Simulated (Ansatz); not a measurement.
Ga: the change of largest V_zz and pressure with volume scale

All results are calculated (Ansatz 0.2.0). Periodic Kohn-Sham DFT of a crystal at fixed atoms, scaled to volume_scale times the given cell; pressure positive in compression, energy less spherical unpolarised free atoms, largest_vzz the field gradient of largest size among the nuclei.

The cell before it is scaled or strained (space group C2/c, No. 15):
```
CELL_PARAMETERS angstrom
1.38300 -4.02650 0.00000
1.38300 4.02650 0.00000
-0.11750 0.00000 3.32990
ATOMIC_POSITIONS crystal
Ga 0.86900 0.13100 0.25000
Ga 0.13100 0.86900 0.75000
```

Settings of every row: method frozen-core PAW; functional PBEsol; relativity scalar; k mesh 14x14x11; filling fermi-dirac; smearing width 0.03 eV; wave cutoff 420 eV; paw set soft_2.

Atom start moment: 0 on all atoms.

Limits: PAW files made with PBE; no gap: field gradients move with the k mesh.

| row | volume scale | V (Å³/atom) | largest V_zz (1e21 V/m^2) | pressure (GPa) |
| --- | --- | --- | --- | --- |
| 1 | 0.94 | 17.43 | 2.837 | 1.927 |
| 2 | 0.95 | 17.616 | 2.799 | 1.204 |
| 3 | 0.96 | 17.801 | 2.764 | 0.514 |
| 4 | 0.98 | 18.172 | 2.681 | -0.758 |
| 5 | 0.99 | 18.358 | 2.643 | -1.336 |
| 6 | 1 | 18.543 | 2.605 | -1.877 |
| 7 | 1.01 | 18.728 | 2.572 | -2.381 |
| 8 | 1.02 | 18.914 | 2.539 | -2.846 |
| 9 | 1.04 | 19.285 | 2.471 | -3.68 |
| 10 | 1.05 | 19.47 | 2.444 | -4.059 |
| 11 | 1.06 | 19.656 | ? | ? |

Question: what largest V_zz and pressure should row 11 give?

Worked fit of largest V_zz. Take t = volume scale − 0.99. The shown rows have t = -0.05, -0.04, -0.03, -0.01, 0, 0.01, 0.02, 0.03, 0.05, 0.06. Least squares give largest V_zz = 2.6437 − 3.672 × t + 5.16 × t² 1e21 V/m^2; a straight line predicts inner rows, each left out in turn, worse (root mean square 0.0063 against 0.0029 1e21 V/m^2). The rows lie off it by -0.003, 0.000, 0.005, 0.000, -0.001, -0.002, 0.000, 0.001, -0.002, 0.002 (root mean square 0.0022 1e21 V/m^2). The withheld row has t = 0.07, so the fit gives 2.6437 − 3.672 × (0.07) + 5.16 × (0.07)² = 2.412 1e21 V/m^2.

The calculation gave 2.409 1e21 V/m^2. The fit lies 0.003 1e21 V/m^2 (0.7 % of the column's range) above it; its largest miss of a shown row is 0.005 1e21 V/m^2. This row lies beyond the range of the fit.

Worked fit of pressure. Take u = (V_r/V)^(2/3) − 1 with V_r = 18.45 Å³ an atom, which is twice the finite (Eulerian) strain; such expansions in the strain, on which the Birch-Murnaghan equation of state is built, carry the rest volume and the bulk modulus. The shown rows have u = 0.03864, 0.03132, 0.02416, 0.01017, 0.00334, -0.00335, -0.00992, -0.01642, -0.02908, -0.03524. Least squares give pressure = −1.6075 + 80.166 × u + 299.97 × u² GPa; a straight line predicts inner rows, each left out in turn, worse (root mean square 0.15 against 0.0074 GPa). The rows lie off it by -0.011, 0.006, 0.010, 0.003, 0.000, -0.004, -0.008, -0.003, 0.005, 0.001 (root mean square 0.0062 GPa). The pressure vanishes at u = 0.0187, or V = 17.94 Å³ an atom, and there the bulk modulus at fixed shape and fractions is B = −V dP/dV = (2/3)(1 + u) dP/du = 62.1 GPa. Letting shape and atoms relax would as a rule lower it, by much in layered, chain or molecular crystals. The withheld row has u = -0.04133, so the fit gives −1.6075 + 80.166 × (-0.04133) + 299.97 × (-0.04133)² = -4.408 GPa.

The calculation gave -4.415 GPa. The fit lies 0.007 GPa (0.11 % of the column's range) above it; its largest miss of a shown row is 0.011 GPa. This row lies beyond the range of the fit.
